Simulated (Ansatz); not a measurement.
**ZnSe: zone-centre modes under pressure**

ZnSe, F-43m, a = 5.633 Å. Ansatz: PBEsol, PAW, 420 eV, Γ-centred 8×8×8 mesh on 2 atoms, fixed occupations; no spin polarisation. Cell and atoms are relaxed at each pressure with the symmetry kept; optical modes at Γ by linear response, in cm⁻¹, the highest, without the LO field. The real crystal is known to change phase within this range, so the rows at high pressure are metastable.

| P (GPa) | V (Å³/atom) | ω1 |
| --- | --- | --- |
| 0 | 22.345 | 208.9 |
| 3 | 21.433 | 224.1 |
| 8 | 20.258 | 245.6 |
| 15 | 19.044 | ? |

Task: Get the mode's Grüneisen parameter γ = −d ln ω/d ln V from the other rows and predict the missing frequency.

Result: ln(V/V0) = 0.0000, -0.0417, -0.0981, -0.1599; a line through ln(ω/ω0) of the 3 known rows gives ω1: γ = 1.648 (intercept 0.0005), predicted 272.0, computed 270.6. The miss is 0.5 %, or 2 % of the shift under pressure, so a constant γ serves at that level.

The mesh isn't the same in all rows (8×8×8, 10×10×10).